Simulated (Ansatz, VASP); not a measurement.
## YbH3 in VASP and in Ansatz

```xyz
4
Lattice="0.0000 2.5010 2.5010 2.5010 0.0000 2.5010 2.5010 2.5010 0.0000" Properties=species:S:1:pos:R:3 pbc="T T T"
Yb    0.0000    0.0000    0.0000
H     2.5010    2.5010    2.5010
H     1.2505    1.2505    1.2505
H     3.7515    3.7515    3.7515
```

Alike in both runs: task single point; functional PBEsol; k mesh 10 × 10 × 10; occupations gaussian, width 0.05 eV; no spin polarisation.

```csv
,VASP,Ansatz
version,VASP 6.6.1,Ansatz 0.2.0
potentials or method,"VASP PAW PBE potentials, release 64 (Yb, H)","scalar-relativistic, plane waves, PAW"
plane-wave cutoff (eV),520,420
valence electrons in the cell,27,27
```

```csv
,VASP,Ansatz,Ansatz less VASP
gap on the k mesh at the Fermi level (eV),none,none,-
pressure (GPa),-0.3,0.0,+0.26
```

A gap of «none» marks a metal or a gap that the smearing closes.

Caveats: the PAW data sets were made with another functional, which shifts forces and pressure a little (VASP); without U or exact exchange the open f shell lies at the Fermi level, which spoils levels, moments and volumes. The runs have no spin-orbit coupling, so splittings on Yb are missing. Spin polarisation is off, so any magnetic state and its effect on volume and gap are missing.
